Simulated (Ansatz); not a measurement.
Hg:

```xyz
1
Lattice="-1.8767 1.8767 1.9168 1.8767 -1.8767 1.9168 1.8767 1.8767 -1.9168" Properties=species:S:1:pos:R:3 pbc="T T T"
Hg    0.0000    0.0000    1.9168
```

Program: Ansatz 0.2.0. Alike in all runs: task single point; potentials or basis all-electron LAPW, scalar-relativistic; no spin polarisation; cell as given; k mesh 10 × 10 × 10; cutoff (eV) 185; basis error allowed 0.001 eV/atom.

Problem. Order these runs on this cell by their pressure, lowest first.
A. level LDA; smearing gaussian 0.02 eV
B. level PBE; smearing gaussian 0.05 eV
C. level PBEsol; smearing gaussian 0.1 eV

Solution. A (-4.2 GPa), C (-2.4 GPa), B (1.5 GPa).
